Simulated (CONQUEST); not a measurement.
**RbBr: equation of state with PBE**

The system is RbBr.

```
Rb Br
1.0
     4.84651    0.00000    0.00000
     0.00000    4.84651    0.00000
     0.00000    0.00000    6.85400
Rb Br
2 2
Direct
  0.00000 0.00000 0.00000
  0.50000 0.50000 0.50000
  0.00000 0.00000 0.50000
  0.50000 0.50000 0.00000
```

| Item | Value |
| --- | --- |
| Program | CONQUEST 1.3 |
| Task | equation of state |
| Functional | PBE |
| Potentials or basis | PseudoDojo NC PBE, DZ, grid of 48 × 48 × 64 points |
| k mesh | 6 × 6 × 4 |
| Occupations | fermi-dirac, width 0.05 eV |
| Spin | no spin polarisation |
| Solver | diagonalisation |
| SCF tolerance | 1e-06 |

```yaml
Equilibrium_volume: "42.14 Å³/atom (rough: see the caveat)"
Bulk_modulus: 18.4 GPa (rough)
```

Energy against volume, from the lowest point:
| volume (Å³/atom) | energy (meV/atom) |
| --- | --- |
| 37.833 | 27.91 |
| 38.638 | 18.06 |
| 39.443 | 10.51 |
| 40.248 | 4.94 |
| 41.053 | 1.52 |
| 41.858 | 0.00 |
| 42.663 | 0.20 |

All runs of the series together: 2.6 min on 1 thread of Intel(R) Xeon(R) Platinum 8488C (Sapphire Rapids), with other jobs on the host.

Caveat: the points scatter about the fit; the atomic basis is small; the fit is doubtful: noisy points or a state that changes with volume; the basis of atomic orbitals isn't converged, which shifts pressures, moduli and gaps.
